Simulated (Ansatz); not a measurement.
# Band table of Al (dhcp type)

```yaml
crystal:
  lattice:
    - [2.84046, 0.00000, 0.00000]
    - [-1.42023, 2.45991, 0.00000]
    - [0.00000, 0.00000, 9.47417]
  atoms:
    - { symbol: Al, position: [0.00000, 0.00000, 0.00000] }
    - { symbol: Al, position: [0.00000, 0.00000, 0.50000] }
    - { symbol: Al, position: [0.33333, 0.66667, 0.25000] }
    - { symbol: Al, position: [0.66667, 0.33333, 0.75000] }
```

The cell comes from a relaxation on PAW files under the same functional, begun from a prototype that needn't be the stable phase.

All numbers are PBE results (scalar-relativistic) from Ansatz 0.2.0, with a Γ-centred 14×14×4 k mesh, Fermi–Dirac smearing of 0.08 eV, no spin polarisation. Methods: LAPW: all electrons, basis error target 1 meV/atom.

Path points, in fractions of the reciprocal vectors: Γ (0.000, 0.000, 0.000), M (0.500, 0.000, 0.000), K (0.333, 0.333, 0.000), A (0.000, 0.000, 0.500), L (0.500, 0.000, 0.500), H (0.333, 0.333, 0.500). Levels in eV from the Fermi level; bands 17 to 25, counted from the lowest band of the run. The gap is zero, the pressure 0.02 GPa.

```
# k(1/Å) point b17 b18 b19 b20 b21 b22 b23 b24 b25
0.000 Γ -11.14 -9.50 -9.50 -4.71 -4.66 3.02 3.03 10.94 10.94
0.182 - -11.02 -9.38 -9.37 -4.60 -4.54 3.12 3.13 8.72 9.64
0.365 - -10.64 -9.01 -9.00 -4.25 -4.17 3.40 3.44 6.09 7.41
0.547 - -10.02 -8.40 -8.39 -3.67 -3.57 3.12 3.78 4.32 4.87
0.730 - -9.16 -7.54 -7.54 -2.86 -2.77 0.94 2.36 2.48 4.86
0.912 - -8.05 -6.45 -6.45 -2.00 -1.84 -1.00 0.25 0.34 4.70
1.095 - -6.72 -5.14 -5.14 -3.41 -1.83 -1.81 -0.46 -0.15 2.77
1.277 M -5.20 -5.12 -3.90 -3.84 -3.31 -3.23 0.80 1.09 1.24
1.382 - -5.16 -5.08 -3.86 -3.80 -3.27 -3.19 0.83 1.12 1.28
1.488 - -5.04 -4.96 -3.74 -3.69 -3.15 -3.07 0.95 1.21 1.39
1.593 - -4.84 -4.76 -3.55 -3.49 -2.95 -2.87 1.13 1.14 1.33
1.698 - -4.57 -4.49 -3.29 -3.23 -2.68 -2.59 0.21 1.29 1.40
1.804 - -4.21 -4.13 -2.96 -2.88 -2.34 -2.23 -0.95 0.59 0.72
1.909 - -3.78 -3.70 -2.57 -2.46 -2.11 -1.97 -1.80 -0.44 -0.35
2.014 K -3.31 -3.19 -3.19 -2.29 -1.97 -1.97 -1.30 -1.30 -0.95
2.225 - -5.28 -3.74 -3.73 -2.07 -1.94 -0.79 -0.65 -0.21 0.02
2.436 - -7.04 -5.45 -5.45 -1.21 -0.91 -0.39 0.14 0.87 0.94
2.646 - -8.50 -6.90 -6.89 -2.25 -2.17 1.43 1.65 2.71 2.74
2.857 - -9.65 -8.03 -8.02 -3.32 -3.22 3.29 3.74 4.03 4.73
3.068 - -10.48 -8.85 -8.84 -4.10 -4.01 3.52 3.57 6.13 6.30
3.278 - -10.97 -9.34 -9.33 -4.56 -4.50 3.15 3.17 8.69 8.78
3.489 Γ -11.14 -9.50 -9.50 -4.71 -4.66 3.02 3.03 10.94 10.94
3.537 - -11.13 -9.73 -9.26 -5.13 -4.23 2.38 3.67 10.95 10.95
3.584 - -11.11 -9.93 -9.00 -5.56 -3.75 1.76 4.33 10.97 10.97
3.631 - -11.07 -10.13 -8.73 -5.97 -3.27 1.15 5.00 10.55 11.00
3.679 - -11.01 -10.30 -8.44 -6.37 -2.76 0.55 5.68 9.88 11.05
3.726 - -10.93 -10.46 -8.13 -6.76 -2.25 -0.04 6.37 9.18 11.10
3.773 - -10.84 -10.60 -7.81 -7.12 -1.71 -0.61 7.07 8.48 11.18
3.821 A -10.73 -10.73 -7.48 -7.48 -1.17 -1.17 7.77 7.77 11.25
4.003 - -10.60 -10.60 -7.35 -7.35 -1.06 -1.06 7.80 7.80 9.15
4.186 - -10.23 -10.23 -6.99 -6.99 -0.71 -0.71 6.31 6.31 8.18
4.368 - -9.61 -9.61 -6.39 -6.39 -0.16 -0.16 3.79 3.79 6.64
4.551 - -8.75 -8.75 -5.55 -5.55 0.42 0.42 1.61 1.61 4.33
4.733 - -7.65 -7.65 -4.48 -4.48 -0.98 -0.98 1.74 1.74 2.27
4.915 - -6.32 -6.32 -3.39 -3.39 -2.74 -2.74 0.20 0.20 3.04
5.098 L -4.81 -4.81 -4.73 -4.73 -1.89 -1.89 -1.24 -1.24 4.32
5.203 - -4.77 -4.77 -4.70 -4.70 -1.85 -1.85 -1.20 -1.20 4.30
5.309 - -4.66 -4.66 -4.58 -4.58 -1.73 -1.73 -1.09 -1.09 3.39
5.414 - -4.46 -4.46 -4.38 -4.38 -1.55 -1.55 -0.91 -0.91 2.16
5.519 - -4.18 -4.18 -4.10 -4.10 -1.30 -1.30 -0.68 -0.68 0.94
5.625 - -3.83 -3.83 -3.75 -3.75 -1.09 -1.09 -0.62 -0.62 0.10
5.730 - -3.41 -3.41 -3.32 -3.32 -1.79 -1.79 -0.48 -0.48 0.25
5.835 H -2.96 -2.96 -2.84 -2.84 -2.78 -2.78 -0.20 -0.20 0.44
6.046 - -4.89 -4.89 -2.13 -2.13 -1.57 -1.57 -1.20 -1.20 1.32
6.257 - -6.64 -6.64 -3.51 -3.51 -0.06 -0.06 0.00 0.00 2.50
6.467 - -8.10 -8.10 -4.91 -4.91 0.90 0.90 1.83 1.83 2.43
6.678 - -9.24 -9.24 -6.03 -6.03 0.16 0.16 3.97 3.97 4.25
6.889 - -10.07 -10.07 -6.83 -6.83 -0.56 -0.56 6.32 6.32 6.58
7.099 - -10.56 -10.56 -7.31 -7.31 -1.02 -1.02 7.80 7.80 9.09
7.310 A -10.73 -10.73 -7.48 -7.48 -1.17 -1.17 7.77 7.77 11.25
```
